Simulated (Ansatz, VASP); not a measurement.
**PC53 (P_C): VASP beside Ansatz**

Wanted: the spread between two codes on one cell, functional and k mesh. The cell is taken from a series of runs on this material, whose earlier steps may have relaxed, scaled, displaced or heated it; both programs get it as it stands.

Program: Ansatz 0.2.0. Level of theory: plane waves, with VASP 6.6.1 beside it; single point at PBE0 form with 17 % exact exchange with an exact-exchange share of 0.17. Results are calculated unless marked as measured.

In doubt: a hybrid run on one k-point (step 2), which bears on gaps, levels and energies.

## Step 1: Starting point

The cell holds 54 atoms: 53 C and 1 P. Cell: a = 7.576 Å, b = 7.576 Å, c = 7.576 Å, α = 60.0°, β = 60.0°, γ = 60.0°. It derives from C (C (Fd-3m)). Nearest the centre at fractional (0.417, 0.417, 0.417): P54 at 0.05 Å, C32 at 1.68 Å, C28 at 1.69 Å, C27 at 1.69 Å, C44 at 1.69 Å, C24 at 2.55 Å, C22 at 2.55 Å, C39 at 2.55 Å.

As a file:

```xyz
54
Lattice="0.0000 5.3573 5.3573 5.3573 0.0000 5.3573 5.3573 5.3573 0.0000" Properties=species:S:1:pos:R:3 pbc="T T T"
C     5.3581   10.7099    5.3590
C     0.8901    0.8966    0.8910
C     7.1329    1.7951    5.3611
C     2.6741    2.6806    0.8910
C     3.5755    8.9273    5.3590
C     4.4687    4.4594    0.8884
C     7.1431   10.7051    7.1440
C     2.6810    0.8897    2.6819
C     3.5803    7.1423    7.1440
C     4.4586    2.6476    2.6596
C     5.3563    8.9292    7.1360
C     6.2804    4.4694    2.6596
C     8.9294   10.7134    8.9302
C     4.4650    0.8907    4.4659
C     5.3540    7.1340    8.9315
C     6.2684    2.6596    4.4758
C     7.1514    8.9314    8.9315
C     8.0373    4.4631    4.4659
C     5.3602    1.7952    7.1338
C     0.8901    2.6806    2.6750
C     7.1330    3.5678    7.1338
C     2.6630    4.4584    2.6638
C     3.5760    5.3521    1.7890
C     4.4696    6.2651    2.6638
C     7.1432    7.1423    3.5812
C     2.6588    2.6477    4.4595
C     3.4899    3.4792    3.4907
C     5.4487    5.4383    3.4907
C     6.2804    6.2693    4.4595
C     8.9307    7.1340    5.3548
C     4.4750    2.6597    6.2693
C     5.4341    3.4940    5.4349
C     6.2684    4.4531    6.2693
C     7.1514    5.3547    5.3549
C     8.0383    6.2471    6.2529
C     5.3581    8.9273    3.5763
C     0.8876    4.4594    4.4695
C     1.7882    5.3521    3.5769
C     2.6629    6.2651    4.4705
C     3.5760    7.1399    3.5768
C     4.4687    8.0405    4.4696
C     7.1352    8.9292    5.3571
C     2.6588    4.4694    6.2812
C     3.4898    5.4382    5.4496
C     4.4586    6.2693    6.2812
C     5.3563    7.1502    5.3571
C     6.2497    8.0357    6.2506
C     8.9307    8.9314    7.1522
C     4.4650    4.4631    8.0382
C     5.3540    5.3547    7.1522
C     6.2521    6.2471    8.0391
C     7.1476    7.1378    7.1484
C     8.0383    8.0333    8.0391
P     4.4350    4.4931    4.4359
```

## Step 2: Ansatz: single point, PBE0 form with 17 % exact exchange with an exact-exchange share of 0.17

Ansatz runs on its default PAW (the set named soft_2) files.

With cell and atoms fixed, the geometry can't cause a difference; cores, projectors, grids and the points listed under the comparison can.

Contents of input.yaml:

```yaml
crystal:
  checkpoint: "../q0_M1.relax.run"
  host: checkpoint
basis:
  ecutwfc: 420
  xc_grid: 2
hamiltonian:
  xc: { preset: pbe0, exx: 0.17 }
kpoints:
  mp_grid: { grid: [1, 1, 1] }
magnetization:
  spin_polarized: true
  initial_magnetization: 1
  spin_locking: { lock_magnetization: hard }
scf:
  occupations: { method: fixed }
  max_iter: 60
output:
  forces: true
  charged_corrections:
    epsilon: 5.87
    static_epsilon: 5.87
    defect_position: [0.416667, 0.416667, 0.416667]
  eigenvalues: true
  eigenstates: { localisation: true }
  populations: true
  efg: {}
  write_density: true
  write_potential: true
  volumetric_format: npy
checkpoint:
  read: "../q0_M1.relax.run"
  write: "../q0_M1.hyb.run"
  compress: false
  write_wavefunctions: false
  write_every: 100000
```

Command:

```sh
ansatz run input.yaml --threads 4 --pin off --max-ram 9420MiB --backend cpu --events-out ev --progress --plain --runs-dir out
```

The log of the run:

```text
Warning: the atoms were moved onto the symmetric positions of the space group found under crystal.symmetry.tolerance 1.0e-5 (fractional; no operation is sought that the atoms, as they stand in a round, miss by more than twice it, and no atom is moved by as much as it), and the run uses the moved positions. Before a round's move an operation carried an atom to 3.91e-5 Å from where it should land, the largest such dist [...]
[...]
atom  36  C  V_zz =    -0.059260   η = 0.4671   by run symmetry: allowed
            electrostatic potential = -419.311565 V   contact ρ = 864.005892 e/Å³   contact ρ_s (e/Å³): all electrons +0.000762, valence +0.002022
  atom  37  C  V_zz =    +0.020886   η = 0.3594   by run symmetry: allowed
            electrostatic potential = -419.438953 V   contact ρ = 863.993966 e/Å³   contact ρ_s (e/Å³): all electrons +0.005678, valence +0.006764
  atom  38  C  V_zz =    +0.050229   η = 0.4275   by run symmetry: allowed
            electrostatic potential = -419.433706 V   contact ρ = 864.000416 e/Å³   contact ρ_s (e/Å³): all electrons +0.035024, valence +0.038241
  atom  39  C  V_zz =    -0.104583   η = 0.6663   by run symmetry: allowed
            electrostatic potential = -419.379639 V   contact ρ = 864.200311 e/Å³   contact ρ_s (e/Å³): all electrons +0.276669, valence +0.267902
  atom  40  C  V_zz =    +0.445951   η = 0.8831   by run symmetry: allowed
            electrostatic potential = -419.429707 V   contact ρ = 864.335133 e/Å³   contact ρ_s (e/Å³): all electrons +0.527781, valence +0.518807
  atom  41  C  V_zz =    -0.104610   η = 0.6685   by run symmetry: allowed
            electrostatic potential = -419.379747 V   contact ρ = 864.200522 e/Å³   contact ρ_s (e/Å³): all electrons +0.276928, valence +0.268156
  atom  42  C  V_zz =    +0.050218   η = 0.4273   by run symmetry: allowed
            electrostatic potential = -419.433715 V   contact ρ = 864.000309 e/Å³   contact ρ_s (e/Å³): all electrons +0.034907, valence +0.038130
  atom  43  C  V_zz =    +0.340255   η = 0.6699   by run symmetry: allowed
            electrostatic potential = -419.379288 V   contact ρ = 864.261183 e/Å³   contact ρ_s (e/Å³): all electrons +0.386024, valence +0.381718
  atom  44  C  V_zz =    -0.510297   η = 0.9377   by run symmetry: allowed
            electrostatic potential = -419.257109 V   contact ρ = 863.953142 e/Å³   contact ρ_s (e/Å³): all electrons -0.001943, valence +0.004321
  atom  45  C  V_zz =    -1.129572   η = 0.0489   by run symmetry: allowed
            electrostatic potential = -419.850819 V   contact ρ = 864.128502 e/Å³   contact ρ_s (e/Å³): all electrons +0.170409, valence +0.158362
  atom  46  C  V_zz =    -0.510397   η = 0.9368   by run symmetry: allowed
            electrostatic potential = -419.257185 V   contact ρ = 863.953188 e/Å³   contact ρ_s (e/Å³): all electrons -0.001854, valence +0.004417
  atom  47  C  V_zz =    +0.340148   η = 0.6702   by run symmetry: allowed
            electrostatic potential = -419.379377 V   contact ρ = 864.261227 e/Å³   contact ρ_s (e/Å³): all electrons +0.386079, valence +0.381769
  atom  48  C  V_zz =    +0.040914   η = 0.0043   by run symmetry: allowed
            electrostatic potential = -419.413377 V   contact ρ = 864.239136 e/Å³   contact ρ_s (e/Å³): all electrons +0.294779, valence +0.285865
  atom  49  C  V_zz =    +0.201310   η = 0.8895   by run symmetry: allowed
            electrostatic potential = -419.272864 V   contact ρ = 863.976407 e/Å³   contact ρ_s (e/Å³): all electrons -0.010547, valence -0.008691
  atom  50  C  V_zz =    -0.143155   η = 0.3668   by run symmetry: allowed
            electrostatic potential = -419.430108 V   contact ρ = 864.034313 e/Å³   contact ρ_s (e/Å³): all electrons +0.077719, valence +0.079705
  atom  51  C  V_zz =    +0.201369   η = 0.8894   by run symmetry: allowed
            electrostatic potential = -419.272853 V   contact ρ = 863.976366 e/Å³   contact ρ_s (e/Å³): all electrons -0.010601, valence -0.008745
  atom  52  C  V_zz =    -0.059260   η = 0.4671   by run symmetry: allowed
            electrostatic potential = -419.311565 V   contact ρ = 864.005892 e/Å³   contact ρ_s (e/Å³): all electrons +0.000762, valence +0.002022
  atom  53  C  V_zz =    -0.066216   η = 0.0023   by run symmetry: allowed
            electrostatic potential = -419.342745 V   contact ρ = 863.984214 e/Å³   contact ρ_s (e/Å³): all electrons +0.001417, valence +0.006758
  atom  54  C  V_zz =    -0.059449   η = 0.4676   by run symmetry: allowed
            electrostatic potential = -419.311577 V   contact ρ = 864.005944 e/Å³   contact ρ_s (e/Å³): all electrons +0.000821, valence +0.002080
--- Band table (eV) ---
  k-point 0 ↑: bands = ["-10.0416", "-6.9752", "-6.9558", "-6.9558", "-6.9205", "-6.7827", "-6.7801", "-6.7801", "-6.6908", "-5.7988", "-5.7924", "-5.7924", "-5.7703", "-5.7703", "-5.6727", "-2.2676", "-2.2676", "-2.2319", "-2.2236", "-2.2082", "-2.2081", "-2.1662", "-2.1662", "-2.1306", "-2.1015", "-2.1014", "-1.8770", "1.0221", "1.0251", "1.0252", "1.1177", "1.1178", "1.1517", "1.2628", "1.2735", "1.2736", "1.2804" [...]
  k-point 0 ↓: bands = ["-9.9945", "-6.9255", "-6.9200", "-6.9200", "-6.8428", "-6.7526", "-6.7526", "-6.7339", "-6.6577", "-5.7582", "-5.7582", "-5.7492", "-5.7492", "-5.7471", "-5.6195", "-2.2391", "-2.2390", "-2.2146", "-2.1770", "-2.1770", "-2.1759", "-2.1308", "-2.1308", "-2.0804", "-2.0752", "-2.0752", "-1.8073", "1.0290", "1.0617", "1.0618", "1.1490", "1.1491", "1.2102", "1.2905", "1.2906", "1.3028", "1.3028", [...]
--- Löwdin populations: 54 sites ---
  site symbol       q [e]    m [muB]
     0      C      3.9877     0.0039
     1      C      3.9911     0.0033
     2      C      3.9921     0.0323
     3      C      3.9911     0.0033
     4      C      3.9877     0.0039
     5      C      3.9882     0.0085
     6      C      3.9833     0.0118
     7      C      4.0089     0.0348
     8      C      3.9833     0.0118
     9      C      3.9866     0.0110
    10      C      4.0032     0.0237
    11      C      3.9866     0.0110
    12      C      3.9986     0.0160
    13      C      3.9888     0.0101
    14      C      3.9907     0.0034
    15      C      3.9912     0.0091
    16      C      3.9907     0.0034
    17      C      3.9888     0.0101
    18      C      3.9921     0.0323
    19      C      3.9911     0.0033
    20      C      3.9921     0.0323
    21      C      3.9969     0.0327
    22      C      3.9965     0.0118
    23      C      3.9969     0.0327
[...]
46      C      4.0032     0.0237
    47      C      3.9909     0.0132
    48      C      3.9907     0.0034
    49      C      3.9888     0.0101
    50      C      3.9907     0.0034
    51      C      3.9821     0.0031
    52      C      3.9901     0.0076
    53      C      3.9821     0.0031
  spilling = 0.004224 (of n_electrons = 217.000000)
```

## Step 3: VASP: single point, PBE0 form with 17 % exact exchange with an exact-exchange share of 0.17

The same cell, functional and mesh now go to VASP, with its own data sets.

Lines of VASP's logs that name or quote its potential files are left out, and so is its time.

The run reads the wave functions of an earlier VASP run, which isn't shown here.

Contents of INCAR:

```
SYSTEM = PC53
PREC = Accurate
ENCUT = 520
EDIFF = 1E-06
NELM = 100
ISMEAR = 0
SIGMA = 0.01
LREAL = Auto
ALGO = Normal
LHFCALC = .TRUE.
AEXX = 0.17
GGA = PE
LASPH = .TRUE.
NBANDS = 146
ISPIN = 2
MAGMOM = 0 0 0.01 0 0 0 0 0.02 0 0 0.01 0 0.01 0 0 0 0 0 0.01 0 0.01 0.01 0 0.01 0 0 0 0 0 0 0 0.03 0 0 0 0 0 0 0.01 0 0 0.01 0 0 0 0.01 0 0 0 0 0 0 0 0.05
PRECFOCK = Fast
LORBIT = 11
LWAVE = .FALSE.
LCHARG = .FALSE.
ISIF = 2
NUPDOWN = 1
```

Contents of POSCAR:

```
PC53
1.0
    0.0000000000      5.3573435392      5.3573435392
    5.3573435392      0.0000000000      5.3573435392
    5.3573435392      5.3573435392      0.0000000000
C P
53 1
Direct
    0.9996371227      0.0006669331      0.9994759102
    0.0837632049      0.0825446563      0.0835992976
    0.0021725724      0.9985273169      0.3329050348
    0.0837613881      0.0825467062      0.4166034339
    0.9996387398      0.0006691887      0.6667249325
    0.0820473714      0.0837856628      0.7503383091
    0.9991841081      0.3343137197      0.9990231185
    0.0831135412      0.4174928393      0.0829501037
    0.9991845437      0.3343124385      0.3339896866
    0.0792084645      0.4172389010      0.4150004330
    0.9994641032      0.3325479250      0.6672494543
    0.0792096365      0.4172334532      0.7550551248
    0.9999572122      0.6669556149      0.9997986393
    0.0832135172      0.7503818169      0.0830524622
    0.9997040742      0.6674497440      0.3319221367
    0.0809230723      0.7545341612      0.4155228401
    0.9997089680      0.6674458245      0.6674292152
    0.0832151121      0.7503807118      0.7498600364
    0.3330663413      0.9985247553      0.0020170115
    0.4167622724      0.0825451623      0.0836018256
    0.3330641173      0.9985331735      0.3329024735
    0.4161832352      0.0810467482      0.4160214406
    0.3327312741      0.0012112692      0.6662819477
    0.4161835440      0.0810391860      0.7532642077
    0.3341498946      0.3343152869      0.9990228465
    0.4151655840      0.4172408208      0.0790456085
    0.3247962613      0.3267832697      0.3246335368
    0.3248108091      0.3267628352      0.6902925059
    0.4151730955      0.4172348856      0.7550574215
    0.3320859579      0.6674464768      0.9995460218
    0.4156852022      0.7545317716      0.0807664441
    0.3261704007      0.6883133716      0.3260106366
    0.4156864887      0.7545384404      0.4155220956
    0.3320872736      0.6674483768      0.6674263209
    0.4164194346      0.7507520089      0.7496692858
    0.6668889986      0.0006642000      0.9994774303
    0.7504984610      0.0837850901      0.0818854985
    0.6664453661      0.0012101594      0.3325694291
    0.7534274381      0.0810377052      0.4160224374
    0.6664493751      0.0012038677      0.6662870744
    0.7505028970      0.0837830197      0.7503399424
    0.6674107082      0.3325493111      0.9993018137
    0.7552160244      0.4172356478      0.0790497562
    0.6904555319      0.3267643948      0.3246458590
    0.7552203255      0.4172346546      0.4150061692
    0.6674112814      0.3325463816      0.6672502027
    0.7500500420      0.4166837857      0.7498873855
    0.6675891512      0.6674448010      0.9995504998
    0.7500196809      0.7503801025      0.0830550897
    0.6675892318      0.6674462792      0.3319250857
    0.7498291262      0.7507522618      0.4162542079
    0.6662526409      0.6680733481      0.6660884995
    0.7498294293      0.7507487252      0.7496727356
    0.4194183658      0.4085826570      0.4192550121
```

Contents of KPOINTS:

```
Automatic mesh
0
Gamma
1 1 1
0 0 0
```

Potentials, in the order of the species: C and P (PBE family, release 64).

Command:

```sh
export OMP_NUM_THREADS=3
mpirun -np 1 vasp_gam
```

The log of the run:

```text
[banner, memory and clock lines left out]
running    1 mpi-ranks, on    1 nodes
[...]
Offloading initialized ...    1 GPUs detected
[...]
LDA part: xc-table for (Slater+PW92), standard interpolation
 found WAVECAR, reading the header
 POSCAR, INCAR and KPOINTS ok, starting setup
[...]
reading WAVECAR
 the WAVECAR file was read successfully
 initial charge from wavefunction
 entering main loop
       N       E                     dE             d eps       ncg     rms          rms(c)
DAV:   1    -0.539315156841E+03   -0.53932E+03   -0.33068E+00   654   0.519E+00    0.283E+00
DAV:   2    -0.539322217545E+03   -0.70607E-02   -0.55538E-02   680   0.600E-01    0.185E+00
DAV:   3    -0.539315814551E+03    0.64030E-02   -0.53839E-03   680   0.207E-01    0.103E+00
DAV:   4    -0.539313979002E+03    0.18355E-02   -0.16844E-03   712   0.115E-01    0.578E-01
[...]
DAV:   8    -0.539313281565E+03    0.10380E-04   -0.66076E-06   680   0.775E-03    0.556E-02
DAV:   9    -0.539313279352E+03    0.22121E-05   -0.15475E-06   400   0.398E-03    0.312E-02
DAV:  10    -0.539313279271E+03    0.81808E-07   -0.61707E-07   392   0.279E-03
   1 F= -.53931328E+03 E0= -.53931328E+03  d E =-.114801E-70  mag=     1.0000
```

Parts of OUTCAR (step 3):

```text
  FREE ENERGIE OF THE ION-ELECTRON SYSTEM (eV)
  ---------------------------------------------------
  free  energy   TOTEN  =      -539.3132792707 eV

  energy  without entropy=     -539.3132792707  energy(sigma->0) =     -539.31327927

 magnetization (x)
# of ion       s       p       d       tot
------------------------------------------
    1        0.000   0.001   0.000   0.001
    2        0.002  -0.001   0.000   0.001
    3        0.004   0.012   0.000   0.016
    4        0.002  -0.001   0.000   0.001
    5        0.000   0.001   0.000   0.001
    6        0.001   0.003   0.000   0.004
    7        0.001   0.003   0.000   0.004
    8        0.015   0.005   0.000   0.019
    9        0.001   0.003   0.000   0.004
   10        0.000   0.004   0.000   0.004
   11        0.008   0.005   0.000   0.013
   12        0.000   0.004   0.000   0.004
   13        0.007   0.000   0.000   0.007
[...]
--------------------------------------------------
tot          0.178   0.210   0.000   0.389

[... 1 further part left out ...]
```

The run ends at a pressure of 11.14 GPa, with forces up to 0.18 eV/Å.

## Step 4: Differences

Known differences besides the potentials themselves: exact exchange at q = 0 is treated differently, which shows on coarse meshes; VASP keeps PBE cores, Ansatz makes them for the functional; fixed occupations in Ansatz, narrow Gaussian smearing in VASP; the cutoff is 420 eV in Ansatz and 520 eV in VASP (PREC = Accurate, projectors in real space); VASP takes a coarser grid for exact exchange (PRECFOCK = Fast); site moments are counted in spheres of each program's own size. Total energies have different zeros and are not compared.

Both answers:

```csv
quantity,Ansatz,VASP,difference
"total moment, fixed by the input (μB)",1.00,1.00,0.00
moment on P54 (μB),0.05,0.09,-0.03
```

Forces on 7 of the 54 atoms, those with the largest forces and the largest differences (eV/Å; atoms numbered as in POSCAR):

```csv
atom,"Ansatz x, y, z","VASP x, y, z"
C22,"0.011, -0.046, 0.011","0.008, -0.037, 0.008"
C27,"0.029, -0.005, 0.029","0.098, 0.067, 0.098"
C28,"0.009, -0.030, 0.030","-0.051, -0.096, 0.086"
C32,"0.029, -0.028, 0.029","-0.038, 0.028, -0.038"
C44,"0.030, -0.030, 0.009","0.086, -0.096, -0.051"
C52,"-0.028, 0.029, -0.028","-0.033, 0.020, -0.033"
P54,"-0.101, 0.101, -0.101","-0.105, 0.106, -0.105"
```

The forces differ by 19 meV/Å r.m.s., which is 64.4 % of the r.m.s. force of 0.029 eV/Å (both taken over all components).

## Step 5: Outcome

```json
{"r.m.s. force difference (single point, PBE0 form with 17 % exact exchange with an exact-exchange share of 0.17)": "19 meV/Å"}
```

**Reading.** The r.m.s. force difference is 19 meV/Å (single point, PBE0 form with 17 % exact exchange with an exact-exchange share of 0.17), beyond the 12 meV/Å picked in this series as the mark of a large difference. What causes the difference of the single point, PBE0 form with 17 % exact exchange with an exact-exchange share of 0.17 pair stays open here. Such differences can come from data sets, numerical settings and the points named under the comparisons, not from the functional's error against experiment.

[Lines on the potential files, build, host, timing and source positions are cut from VASP's logs without a mark.]

[Logs are printed without paths, hosts, clocks, repeated set-up lines and the standing remarks that a program may print on its own settings, such as how far it seeks lower states.]

[Hosts, paths, dates, database ids (printed as entryN), source tags and the programs' standing remarks are cut or masked in the printed files.]
